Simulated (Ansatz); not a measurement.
**CdTe: single point with PBE**

**Experimental background.**

A printed reference work, data compilation reports, for a bulk crystal of CdTe at 0 K: band gap 1.607 eV.

The system is CdTe.

```
CELL_PARAMETERS angstrom
0.00000 3.20500 3.20500
3.20500 0.00000 3.20500
3.20500 3.20500 0.00000
ATOMIC_POSITIONS crystal
Te 0.75000 0.75000 0.75000
Cd 0.00000 0.00000 0.00000
```

```yaml
Program: Ansatz 0.2.0
Task: single point
Functional: PBE
Potentials_or_basis: all-electron LAPW, scalar-relativistic
Cutoff: 260 eV (chosen from the basis error)
Basis_error_allowed: 0.001 eV/atom
k_mesh: 7 × 7 × 7
Occupations: gaussian, width 0.017 eV
Spin: no spin polarisation
```

* Pressure: 4.3 GPa
* Band gap on the k mesh: 0.87 eV, direct

Levels at points of the mesh, in eV from the valence-band top:
| k point | band 19 | band 20 | band 21 | band 22 | band 23 | band 24 | band 25 | band 26 |
| --- | --- | --- | --- | --- | --- | --- | --- | --- |
| (0.00, 0.00, 0.00) | -8.11 | 0.00 | 0.00 | 0.00 | 0.87 | 4.60 | 4.60 | 4.60 |

Run time: 21 s on 1 thread of Intel(R) Xeon(R) Processor @ 2.50GHz (Skylake/Cascade Lake) (shared host), peak memory 0.32 GiB.

Against the measured gap of CdTe, 1.607 eV (0 K; a printed reference work, data compilation), the calculated 0.87 eV is off by -0.73 eV. Spin-orbit coupling on Cd, Te is left out. The value is that of PBE, without temperature or zero-point motion. Semilocal functionals fall short of measured gaps as a rule.

Caveat: spin-orbit coupling is left out, which moves the levels of the heavy elements.
